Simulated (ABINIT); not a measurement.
## ZnS: band structure with LDA-Teter

**Measured values to compare with.**

“Electronic, vibrational, and thermodynamic properties of ZnS (zincblende and rocksalt structure)”, 2009, arxiv:0911.5022 quotes, for a bulk crystal of ZnS at 19 K: band gap 3.85 eV (direct).

The system is ZnS.

```
CELL_PARAMETERS angstrom
0.00000 2.70200 2.70200
2.70200 0.00000 2.70200
2.70200 2.70200 0.00000
ATOMIC_POSITIONS crystal
Zn 0.75000 0.75000 0.75000
S 0.00000 0.00000 0.00000
```

- Program: ABINIT 10.8.3 (patched build)
- Task: band structure
- Functional: LDA-Teter
- Potentials or basis: PseudoDojo NC SR LDA v0.4.1 standard
- Cutoff: 980 eV
- k mesh: 9 × 9 × 9
- Occupations: fermi-dirac, width 0.05 eV
- Spin: no spin polarisation

The band gap on the k mesh is 1.86 eV, direct and the valence electrons inside the program's atomic spheres are Zn 18.13; S 3.91.

Levels at the corners of the path, in eV from the valence-band top:
```csv
point,band 9,band 10,band 11,band 12,band 13,band 14,band 15,band 16,band 17,band 18
Γ,-6.00,-6.00,0.00,0.00,0.00,1.86,6.23,6.23,6.23,11.51
X,-5.92,-5.78,-4.66,-2.24,-2.24,3.19,3.88,10.69,11.74,11.74
W,-6.04,-5.59,-4.67,-2.80,-2.77,5.52,5.89,7.66,7.99,12.19
K,-5.96,-5.64,-4.71,-3.17,-1.83,3.93,5.80,9.14,9.60,10.41
Γ,-6.00,-6.00,0.00,0.00,0.00,1.86,6.23,6.23,6.23,11.51
L,-5.97,-5.79,-5.38,-0.88,-0.88,3.09,6.76,6.76,8.62,11.84
U,-5.96,-5.64,-4.71,-3.17,-1.83,3.93,5.80,9.14,9.60,10.41
W,-6.04,-5.59,-4.67,-2.80,-2.77,5.52,5.89,7.66,7.99,12.19
L,-5.97,-5.79,-5.38,-0.88,-0.88,3.09,6.76,6.76,8.62,11.84
K,-5.96,-5.64,-4.71,-3.17,-1.83,3.93,5.80,9.14,9.60,10.41
```

Wall time 3.1 min on 1 thread of Arm Neoverse V2, on a shared host, peak memory 0.19 GiB.

Against the measured gap of ZnS, 3.85 eV (direct; 19 K; quoted in “Electronic, vibrational, and thermodynamic properties of ZnS (zincblende and rocksalt structure)”, 2009, arxiv:0911.5022), the calculated 1.86 eV is off by -1.99 eV. So large a miss can be the level of theory's own, or it may mean another phase, state or a wrong row. The value is that of LDA-Teter, without temperature or zero-point motion. Semilocal functionals fall short of measured gaps as a rule.
